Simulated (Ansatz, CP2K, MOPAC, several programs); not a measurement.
Energy against volume for an ordered 4-atom cell of ScAlN2 on the rocksalt lattice (P4/mmm), at fixed shape and fractional coordinates, computed by several methods (PBE and r2SCAN, where shown, with plane waves in Ansatz); the cell shown is that of r2SCAN. With free coordinates or axes held, a curve is too stiff, and on another method's shape its minimum isn't the method's own volume. Space group P4/mmm (No. 123), tetragonal; a = 3.045 Å, c = 4.319 Å in the conventional setting, 10.01 Å³ an atom. Sc is surrounded by 6 N at 2.15–2.16 Å; N is surrounded by 4 Al at 2.15 Å and 2 Sc at 2.16 Å; Al is surrounded by 6 N at 2.15–2.16 Å; N is surrounded by 4 Sc at 2.15 Å and 2 Al at 2.16 Å. Values at 0 K without nuclear motion; spin polarisation is off, and the phase may be a hypothetical one. Energies count from each curve's lowest point; fits are third-order Birch-Murnaghan.

```xyz
4
Lattice="3.0446 0.0000 0.0000 0.0000 3.0446 0.0000 0.0000 0.0000 4.3190" Properties=species:S:1:pos:R:3 pbc="T T T"
Sc    0.0000    0.0000    0.0000
N     0.0000    0.0000    2.1595
Al    1.5223    1.5223    2.1595
N     1.5223    1.5223    0.0000
```

PM7 (MOPAC), on the shape of the cell shown, as a cluster of 72 atoms at the zone centre:
```csv
V (Å³/atom),E (meV/atom)
8.808,1439.22
9.408,787.87
10.009,380.29
10.609,126.79
11.210,0.00
```
The lowest point is an end point, so the minimum isn't bracketed.

**Question.** PBE/DZVP (CP2K), on the shape of the cell shown, gives
```tsv
V (Å³/atom)	E (meV/atom)
8.808	154.20
9.408	42.20
10.009	0.00
10.609	9.35
11.210	56.83
```
What equilibrium volume and bulk modulus follow?

**Answer.** V₀ = 10.18 Å³ an atom and B₀ = 212 GPa.

light PBE (260 eV, its own mesh), on the shape of the cell shown:
```csv
V (Å³/atom),E (meV/atom)
9.208,75.15
9.608,31.06
10.009,11.80
10.409,0.00
10.810,18.09
11.210,47.03
```
The points scatter about a smooth fit, as a low cutoff and a light mesh can make them, so no fit is quoted.

PBE, on the shape of its own relaxed cell:
```
V (Å³/atom)  E (meV/atom)
      9.561         27.05
      9.866          6.43
     10.172          0.00
     10.477          5.81
     10.782         22.04
```
V₀ = 10.17 Å³ an atom and B₀ = 213 GPa.

r2SCAN, on the shape of its own relaxed cell:
```csv
V (Å³/atom),E (meV/atom)
9.408,28.97
9.709,6.87
10.009,0.00
10.309,6.19
10.609,23.62
```
V₀ = 10.01 Å³ an atom and B₀ = 232 GPa.
